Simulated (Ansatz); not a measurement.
# SnO2 (Cassiterite) (P4_2/mnm) in Ansatz: further runs

Runs on SnO2 (Cassiterite). Level: PBE. Tasks: relaxation of cell and atoms.

All numbers are computed with Ansatz 0.2.0; they aren't measurements. Logs are shortened: lines on timing, memory, paths and dates and some standing lists are left out, and cuts for length are marked.

### Step 1. The crystal as given

It takes space group P4_2/mnm (No. 136, tetragonal). Conventional cell: a = 4.738 Å, b = 4.738 Å, c = 3.187 Å, α = 90.00°, β = 90.00°, γ = 90.00°. Sn (site symmetry mmm) is surrounded by 6 O at 2.05 to 2.06 Å. O (site symmetry m2m) has 3 Sn at 2.05 to 2.06 Å as nearest neighbours.

### Step 2. Relaxation of cell and atoms, PBE

The input, input.yaml:

```yaml
crystal:
  lattice:
    - [4.738, 0.0, 0.0]
    - [0.0, 4.738, 0.0]
    - [0.0, 0.0, 3.1865]
  atoms:
    - { symbol: Sn, position: [0.5, 0.5, 0.5] }
    - { symbol: Sn, position: [0.0, 0.0, 0.0] }
    - { symbol: O, position: [0.8071, 0.1929, 0.5] }
    - { symbol: O, position: [0.6929, 0.6929, 0.0] }
    - { symbol: O, position: [0.1929, 0.8071, 0.5] }
    - { symbol: O, position: [0.3071, 0.3071, 0.0] }
hamiltonian:
  xc: pbe
  pseudopotentials: { kind: nc, source: spms }
kpoints:
  mp_grid: { grid: [6, 6, 8] }
scf:
  occupations: { method: fermi_dirac, width: 0.05 }
output:
  forces: true
  stress: true
  eigenvalues: true
relax:
  f_tol: 0.01
  max_steps: 40
  cell: { stress_tol: 0.05 }
```

Potentials or basis: SPMS NC.

Run with:

```
ansatz run input.yaml --threads 2 --pin off --max-ram 5632MiB --backend cpu --events-out ev --progress --plain --runs-dir out
```

Log:

```text
Warning: RAYON_NUM_THREADS=2 ignored (pool sized by the plan → 2); use --threads N
Engine: ansatz 0.2.0, aarch64-unknown-linux-gnu
Pseudopotentials: kind: nc
Pseudopotential: Sn, nc, valence charge 14, recommended cutoff 489.804952427784 eV (normal), Sn.nc.azcp
Pseudopotential: O, nc, valence charge 6, recommended cutoff 1034.032677347544 eV (normal), O.nc.azcp
Functional definition: PBE
  parameter kappa = 0.804
  parameter beta = 0.06672455060314922
  exchange = pbe_x(kappa = kappa, mu = beta*pi^2/3)
  correlation = pbe_c(beta = beta)
Crystal: 6 atoms, lattice volume = 71.533 Å³
Basis set: ecut = 1034.032677347544 eV, 5409 PW (Γ), exchange–correlation on 100×100×72 points (8 copies of the dense FFT grid, shifted against one another)
Bands: 32, of which v1, the nominal top of the filled ones, is band 26 counted from 1 (25 counted from 0)
Symmetry: 16 space group operations
Space group: P42/mnm (ITA 136), of the structure as read, at distance tolerance 4.2e-5 Å
k-points: 50 of 288
Non-local potential: Sn, projectors of the file, l = 0: 2, l = 1: 2, l = 2: 2
Non-local potential: O, projectors of the file, l = 0: 2, l = 1: 2, l = 2: 1
Initial density: superposition of atomic densities (chi_scale 0.1, normalization cell, long waves kept (reshape's long-wave potential 0.00 eV rms))
Initial wavefunctions: pseudopotential atomic-orbital guess
Functional: x = pbe(κ = 0.804, μ = 0.2195149727645171), c = pbe(β = 0.06672455060314922)
SCF iter   1: F=—  HF=-5642.050122 eV  |F-HF|=—  |Δ(HF+E_count)|=         —  Δρ=7.31e-2  dr2=2.89e0  ethr=3.10e-3  ⟨swp⟩=6.8  Hψ=7245  notcnv=0
preconditioner: auto → Resta (q_TF=auto, 2.587 Å⁻¹)  ε∞=3.5  [insulator: Δε(μ)=1.616 eV  Ē_g=20.027 eV  σ=0.050 eV  W_gap=1.00  n_scr=18 (ndim 8)  ℏωp=31.7 eV  f_vac=0.000  D(μ)=0.00/eV (n_scr^D=0)  ε∞_Penn≈3.5]
SCF iter   2: F=—  HF=-5641.398817 eV  |F-HF|=—  |Δ(HF+E_count)|=   6.51e-1  Δρ=3.53e-2  dr2=4.26e-1  ethr=3.10e-3  ⟨swp⟩=2.3  Hψ=3000  notcnv=0  defer=89
SCF iter   3: F=—  HF=-5641.374026 eV  |F-HF|=—  |Δ(HF+E_count)|=   2.48e-2  Δρ=1.22e-2  dr2=8.27e-2  ethr=8.20e-4  ⟨swp⟩=2.6  Hψ=1963  notcnv=0  defer=89
SCF iter   4: F=—  HF=-5641.384266 eV  |F-HF|=—  |Δ(HF+E_count)|=   1.02e-2  Δρ=2.35e-3  dr2=1.96e-3  ethr=1.59e-4  ⟨swp⟩=3.2  Hψ=2879  notcnv=0  defer=89
SCF iter   5: F=—  HF=-5641.386774 eV  |F-HF|=—  |Δ(HF+E_count)|=   2.51e-3  Δρ=2.99e-4  dr2=4.08e-5  ethr=3.77e-6  ⟨swp⟩=2.1  Hψ=2733  notcnv=0  defer=89
SCF iter   6: F=—  HF=-5641.386613 eV  |F-HF|=—  |Δ(HF+E_count)|=   1.61e-4  Δρ=7.50e-5  dr2=2.94e-6  ethr=7.85e-8  ⟨swp⟩=3.1  Hψ=3583  notcnv=0  defer=89
SCF iter   7: F=—  HF=-5641.386616 eV  |F-HF|=—  |Δ(HF+E_count)|=   3.14e-6  Δρ=1.29e-5  dr2=1.12e-7  ethr=5.65e-9  ⟨swp⟩=2.7  Hψ=3112  notcnv=0  defer=89
SCF iter   8: F=-5641.386616 eV  HF=-5641.386616 eV  |F-HF|=7.75e-9  |Δ(HF+E_count)|=   1.41e-7  Δρ=3.31e-6  dr2=6.66e-9  ethr=1.92e-10  ⟨swp⟩=14.7  Hψ=9733  notcnv=0
SCF 1 converged in 8 iterations: F = -5641.386616 eV  dr2 = 6.66e-9
relax step   1: F+E_penalty+E_count = -5641.38661630 eV  Δ(F+E_penalty+E_count) = +0.000e0 eV  max|allowed force component| = 1.797e-1 eV/Å  Δτ_max = 0.0000 Å  P = +10.467 GPa  Ω = 71.533 Å³  (8 SCF iters, dr2 threshold 1.00e-7 eV, accepted)
Crystal: 6 atoms, lattice volume = 74.919 Å³
Basis set: ecut = 1034.032677347544 eV, 5665 PW (Γ), exchange–correlation on 100×100×72 points (8 copies of the dense FFT grid, shifted against one another)
Initial density: handed on by an earlier stage of this run
Initial wavefunctions: those handed on with the density
iter 1 solved again at ethr=1.04e-4 eV; its pass at ethr=3.10e-3 eV (dr2=5.40e-2 eV) is discarded
SCF iter   1: F=—  HF=-5641.504317 eV  |F-HF|=—  |Δ(HF+E_count)|=         —  Δρ=8.88e-3  dr2=5.04e-2  ethr=1.04e-4  ⟨swp⟩=2.0  Hψ=8196  notcnv=0
preconditioner: auto → Resta (q_TF=auto, 2.567 Å⁻¹)  ε∞=3.5  [insulator: Δε(μ)=0.631 eV  Ē_g=19.394 eV  σ=0.050 eV  W_gap=1.00  n_scr=18 (ndim 8)  ℏωp=30.9 eV  f_vac=0.044  D(μ)=0.00/eV (n_scr^D=0)  ε∞_Penn≈3.5]
SCF iter   2: F=—  HF=-5641.491578 eV  |F-HF|=—  |Δ(HF+E_count)|=   1.27e-2  Δρ=2.42e-3  dr2=3.12e-3  ethr=9.70e-5  ⟨swp⟩=2.1  Hψ=2525  notcnv=0
SCF iter   3: F=—  HF=-5641.491469 eV  |F-HF|=—  |Δ(HF+E_count)|=   1.09e-4  Δρ=1.25e-3  dr2=1.12e-3  ethr=6.01e-6  ⟨swp⟩=1.8  Hψ=1677  notcnv=0
SCF iter   4: F=—  HF=-5641.491591 eV  |F-HF|=—  |Δ(HF+E_count)|=   1.22e-4  Δρ=1.97e-4  dr2=1.85e-5  ethr=2.16e-6  ⟨swp⟩=2.1  Hψ=2422  notcnv=0
[... 39 lines left out ...]
preconditioner: auto → Resta (q_TF=auto, 2.565 Å⁻¹)  ε∞=3.5  [insulator: Δε(μ)=0.616 eV  Ē_g=19.348 eV  σ=0.050 eV  W_gap=1.00  n_scr=18 (ndim 8)  ℏωp=30.9 eV  f_vac=0.037  D(μ)=0.00/eV (n_scr^D=0)  ε∞_Penn≈3.5]
SCF iter   2: F=—  HF=-5641.504049 eV  |F-HF|=—  |Δ(HF+E_count)|=   5.21e-5  Δρ=9.62e-5  dr2=4.15e-6  ethr=1.14e-7  ⟨swp⟩=2.0  Hψ=2247  notcnv=0
SCF iter   3: F=—  HF=-5641.504049 eV  |F-HF|=—  |Δ(HF+E_count)|=   1.30e-7  Δρ=4.86e-5  dr2=1.44e-6  ethr=7.99e-9  ⟨swp⟩=2.0  Hψ=1730  notcnv=0
SCF iter   4: F=-5641.504049 eV  HF=-5641.504049 eV  |F-HF|=2.44e-8  |Δ(HF+E_count)|=   3.32e-7  Δρ=7.21e-6  dr2=2.48e-8  ethr=4.97e-10  ⟨swp⟩=5.4  Hψ=8915  notcnv=0
SCF 6 converged in 4 iterations: F = -5641.504049 eV  dr2 = 2.48e-8
relax step   6: F+E_penalty+E_count = -5641.50404946 eV  Δ(F+E_penalty+E_count) = +2.142e-4 eV  max|allowed force component| = 3.859e-4 eV/Å  Δτ_max = 0.0003 Å  P = +0.006 GPa  Ω = 75.297 Å³  energy of the carried Pulay correction = -3.532e-4 eV  (4 SCF iters, dr2 threshold 2.59e-7 eV, accepted)
iter 1 solved again at ethr=4.79e-8 eV; its pass at ethr=3.10e-3 eV (dr2=2.49e-5 eV) is discarded
SCF iter   1: F=—  HF=-5641.504138 eV  |F-HF|=—  |Δ(HF+E_count)|=         —  Δρ=1.48e-5  dr2=3.68e-8  ethr=4.79e-8  ⟨swp⟩=5.7  Hψ=15320  notcnv=0
preconditioner: auto → Resta (q_TF=auto, 2.565 Å⁻¹)  ε∞=3.5  [insulator: Δε(μ)=0.618 eV  Ē_g=19.348 eV  σ=0.050 eV  W_gap=1.00  n_scr=18 (ndim 8)  ℏωp=30.9 eV  f_vac=0.037  D(μ)=0.00/eV (n_scr^D=0)  ε∞_Penn≈3.5]
SCF iter   2: F=—  HF=-5641.504411 eV  |F-HF|=—  |Δ(HF+E_count)|=   2.73e-4  Δρ=7.62e-6  dr2=1.24e-8  ethr=7.08e-11  ⟨swp⟩=3.6  Hψ=3949  notcnv=0
SCF iter   3: F=—  HF=-5641.504411 eV  |F-HF|=—  |Δ(HF+E_count)|=   2.76e-8  Δρ=2.12e-6  dr2=2.47e-9  ethr=2.38e-11  ⟨swp⟩=2.1  Hψ=2328  notcnv=0
SCF iter   4: F=—  HF=-5641.504411 eV  |F-HF|=—  |Δ(HF+E_count)|=   3.34e-9  Δρ=8.71e-7  dr2=1.23e-10  ethr=4.75e-12  ⟨swp⟩=2.0  Hψ=2374  notcnv=0
SCF iter   5: F=-5641.504411 eV  HF=-5641.504411 eV  |F-HF|=2.73e-12  |Δ(HF+E_count)|=  2.63e-10  Δρ=1.84e-7  dr2=9.95e-12  ethr=1.00e-12  ⟨swp⟩=8.1  Hψ=9273  notcnv=0
SCF 7 converged in 5 iterations: F = -5641.504411 eV  dr2 = 9.95e-12
relax step   7: F+E_penalty+E_count = -5641.50441096 eV  Δ(F+E_penalty+E_count) = -3.615e-4 eV  max|allowed force component| = 3.644e-4 eV/Å  Δτ_max = 0.0000 Å  P = +0.011 GPa  Ω = 75.297 Å³  stress off target by 1.08e-2 GPa  SCF on the basis re-selected at this cell (its energy is not comparable with the rows above)  (5 SCF iters)
basis re-selected at this cell: Δ(F+E_penalty+E_count) = -3.615e-4 eV, ΔP = +0.004 GPa vs the last step (what re-selecting the basis moved, of the pressure what is left beyond the Pulay correction that the steps carried, after the strain that the cell walked since its last selection, with what the two solves' SCF thresholds leave and, on support functions, any second-order correction that the steps lacked; it is no measure of the basis error at this ecutwfc). This SCF's stress stands 1.08e-2 GPa from its target on what of the cell is left free (relax.cell.stress_tol is 5.00e-2 GPa) and its largest allowed force component is 3.64e-4 eV/Å (relax.f_tol is 1.00e-2 eV/Å): within both
SCF converged after 5 iterations
Free energy (F): -5641.504411 eV
Harris-Foulkes:  -5641.504411 eV  (|F-HF|=2.73e-12)
Internal energy: -5641.504396 eV  (E = F + TS)
E sigma→0 (E₀):  -5641.504403 eV
Entropy (-TS):   -0.000015 eV (-0.003 meV/atom)
Fermi energy:    10.239188 eV
--- Per-component energies (eV) ---
  E_band       = -99.878095
  E_kinetic    = 3076.532153
  E_local      = -3312.653725  (includes V_loc(G=0)·N_el)
  E_nonlocal   = -983.835109
  E_hartree    = 1118.483681
  E_xc         = -1428.129266
  E_vxc        = -1116.888751  (∫ρ·V_xc dr)
  E_ewald      = -4111.902130
  E_smearing   = -0.000015  (= −TS)
  E_closure    = 0.000000  (closes the sum)
  Σ components = -5641.504411   (vs F -5641.504411, Δ=0.00e0)
--- Forces (eV/Å), atoms counted from 1 ---
  atom   1  Sn    -0.00000000    -0.00000000     0.00000000
  atom   2  Sn    -0.00000000    -0.00000000     0.00000000
  atom   3  O     -0.00036440     0.00036440     0.00000000
  atom   4  O      0.00036440     0.00036440    -0.00000000
  atom   5  O      0.00036440    -0.00036440    -0.00000000
  atom   6  O     -0.00036440    -0.00036440     0.00000000
  max |Σ_I F_I| component: 4.34e-18 eV/Å
--- Stress (GPa, compression-positive) ---
        0.010759       0.000000       0.000000
        0.000000       0.010759      -0.000000
        0.000000      -0.000000       0.010167
  P = ⅓ Tr σ = 0.0106 GPa (0.106 kbar)
--- Band table (eV; the first three rows and the last of 50) ---
  k-point 0: bands = ["-11.3534", "-10.7669", "-10.5693", "-10.5305", "-10.5305", "-10.4461", "-10.4219", "-10.3586", "-10.3586", "-10.3561", "-8.7532", "-6.9896", "-6.9896", "-5.5432", "1.9058", "6.0075", "6.0075", "6.1160", "7.0197", "7.9017", "7.9351", "8.6363", "8.6363", "9.1965", "9.1965", "9.9162", "10.5338", "15.5119", "16.0016", "16.0016", "20.0206", "20.1258"]
  k-point 1: bands = ["-11.2899", "-10.7035", "-10.6368", "-10.6368", "-10.5475", "-10.4554", "-10.4172", "-10.3749", "-10.3749", "-10.3564", "-8.6630", "-6.7976", "-6.7976", "-5.6430", "1.9042", "5.9791", "6.1399", "6.1399", "6.8987", "7.1192", "7.7733", "8.1067", "8.1067", "9.2144", "9.2144", "9.8002", "11.5502", "15.7873", "16.6237", "16.6237", "19.0641", "21.0553"]
  k-point 2: bands = ["-11.1244", "-10.8677", "-10.8677", "-10.5832", "-10.4890", "-10.4679", "-10.4065", "-10.4065", "-10.4047", "-10.3583", "-8.3718", "-6.3567", "-6.3567", "-5.9578", "1.9494", "5.3107", "5.7863", "6.4518", "6.4518", "7.1532", "7.1532", "7.3446", "7.4080", "9.1134", "9.1134", "9.4690", "13.1228", "16.1695", "17.9994", "17.9994", "18.4566", "21.1727"]
  k-point 49: bands = ["-11.1521", "-11.1521", "-10.7477", "-10.7477", "-10.4491", "-10.4491", "-10.3695", "-10.3695", "-10.3677", "-10.3677", "-7.0289", "-7.0289", "-5.8285", "-5.8285", "2.1242", "2.1242", "5.1252", "5.1252", "7.3786", "7.3786", "7.4648", "7.4648", "9.0046", "9.0046", "9.1504", "9.1504", "14.2035", "14.2035", "18.5793", "18.5793", "20.4907", "20.4907"]
--- Relaxed structure (5 steps of the walk, 5 accepted, 2 SCFs on fresh bases) ---
  F+E_penalty+E_count = -5641.50441096 eV   max|allowed force component| = 3.644e-4 eV/Å   (the final SCF, on the basis selected at the relaxed cell)
  cell:  # Å, volume = 75.2966 Å³
    - [4.822309102992667, 4.6711785131257534e-34, -2.308112313651289e-33]
    - [4.6711785131257534e-34, 4.822309102992667, -1.0991008266178244e-33]
    - [-1.2566242368019601e-33, -7.391905411603413e-34, 3.2379130282582507]
  atoms:
    - { symbol: Sn, position: [0.5, 0.5, 0.5] }
    - { symbol: Sn, position: [-3.051082517195778e-20, -4.576623775793633e-20, -1.8163567498335368e-34] }
    - { symbol: O, position: [0.8066730997940326, 0.19332690020596743, 0.5] }
    - { symbol: O, position: [0.6933269002059673, 0.6933269002059673, 4.227673785171845e-34] }
    - { symbol: O, position: [0.19332690020596743, 0.8066730997940326, 0.5] }
    - { symbol: O, position: [0.30667309979403246, 0.30667309979403246, 7.523561243120109e-35] }
```

Run time: 79 s. Hardware: 2 threads of Arm Neoverse V1, shared host; peak memory 0.62 GiB.

What came out:

| Quantity | Value |
| --- | --- |
| Free energy | -5641.5044 eV |
| Relaxed volume | 12.55 Å³/atom |
| Relaxed cell | a = 4.822 Å, b = 4.822 Å, c = 3.238 Å, α = 90.00°, β = 90.00°, γ = 90.00° |
| Space group after relaxing (to 0.05 Å) | P4_2/mnm (No. 136) |
| Energy gained by relaxing | 19.6 meV/atom |
| Ionic steps | 7 |
| Pressure after relaxing | 0.0 GPa |
| Band gap on the k mesh | 0.62 eV, direct |

The path:
```
step  energy change (eV)  largest force (eV/Å)  volume (Å³)
   1              0.0000                0.2541        71.53
   2             -0.1047                0.0184        74.92
   3             -0.1047                0.0379        75.15
   4             -0.1050                0.0006        75.16
   5             -0.1176                0.0003        75.16
   6             -0.1174                0.0005        75.30
   7             -0.1178                0.0005        75.30
```

Final structure:
```
CELL_PARAMETERS angstrom
4.82231 0.00000 0.00000
0.00000 4.82231 0.00000
0.00000 0.00000 3.23791
ATOMIC_POSITIONS crystal
Sn 0.50000 0.50000 0.50000
Sn 0.00000 0.00000 0.00000
O 0.80667 0.19333 0.50000
O 0.69333 0.69333 0.00000
O 0.19333 0.80667 0.50000
O 0.30667 0.30667 0.00000
```

Caveat: the plane-wave basis is chosen anew once the cell has moved, so the energies of steps on either side of that aren't comparable; the pressure holds a Pulay correction of +0.4 GPa for the finite cutoff; spin-orbit coupling is left out, which moves the levels of the heavy elements. A hybrid or GW would open this gap; PBE tends to underestimate it.

### Step 3. Relaxation of cell and atoms, PBE

Changes to input.yaml since step 2:

```diff
@@ -14,3 +14,3 @@
   xc: pbe
-  pseudopotentials: { kind: nc, source: spms }
+  pseudopotentials: { kind: nc, accuracy: standard }
 kpoints:
```

Potentials or basis: PseudoDojo standard (PBE files).

Run with:

```
ansatz run input.yaml --threads 2 --pin off --max-ram 5632MiB --backend cpu --events-out ev --progress --plain --runs-dir out
```

It took 92 s on 2 threads of Arm Neoverse V1, shared host; peak memory 0.68 GiB.

The run converged. Its results:

```
Free energy                            : -6091.5541 eV
Relaxed volume                         : 12.57 Å³/atom
Relaxed cell                           : a = 4.825 Å, b = 4.825 Å, c = 3.238 Å, α = 90.00°, β = 90.00°, γ = 90.00°
Space group after relaxing (to 0.05 Å) : P4_2/mnm (No. 136)
Energy gained by relaxing              : 20.9 meV/atom
Ionic steps                            : 7
Pressure after relaxing                : 0.0 GPa
Band gap on the k mesh                 : 0.68 eV, direct
```

Step by step:
| step | energy change (eV) | largest force (eV/Å) | volume (Å³) |
| --- | --- | --- | --- |
| 1 | 0.0000 | 0.2690 | 71.53 |
| 2 | -0.1227 | 0.0261 | 75.06 |
| 3 | -0.1235 | 0.0374 | 75.35 |
| 4 | -0.1238 | 0.0074 | 75.35 |
| 5 | -0.1256 | 0.0074 | 75.35 |
| 6 | -0.1256 | 0.0001 | 75.40 |
| 7 | -0.1256 | 0.0001 | 75.40 |

Final structure:
```
CELL_PARAMETERS angstrom
4.82521 0.00000 0.00000
0.00000 4.82521 0.00000
0.00000 0.00000 3.23844
ATOMIC_POSITIONS crystal
Sn 0.50000 0.50000 0.50000
Sn 0.00000 0.00000 0.00000
O 0.80661 0.19339 0.50000
O 0.69339 0.69339 0.00000
O 0.19339 0.80661 0.50000
O 0.30661 0.30661 0.00000
```

Levels at points of the mesh, in eV from the valence-band top:
```
              k point  band 23  band 24  band 25  band 26  band 27  band 28  band 29  band 30
   (0.00, 0.00, 0.00)    -1.27    -0.75    -0.75     0.00     0.68     5.67     6.08     6.08
  (0.00, 0.00, -0.50)    -1.52    -1.52    -1.18    -1.18     5.57     5.57     9.36     9.36
  (0.00, -0.50, 0.00)    -1.22    -1.22    -0.61    -0.61     3.87     3.87     6.82     6.82
 (0.00, -0.50, -0.50)    -1.02    -1.02    -0.76    -0.76     5.82     5.82     7.62     7.62
 (-0.50, -0.50, 0.00)    -1.34    -1.34    -0.85    -0.85     4.26     4.26     7.16     7.16
(-0.50, -0.50, -0.50)    -0.92    -0.92    -0.78    -0.78     4.34     4.34     8.63     8.63
```

Caveat: the plane-wave basis is chosen anew once the cell has moved, so the energies of steps on either side of that aren't comparable; spin-orbit coupling is left out, which moves the levels of the heavy elements.
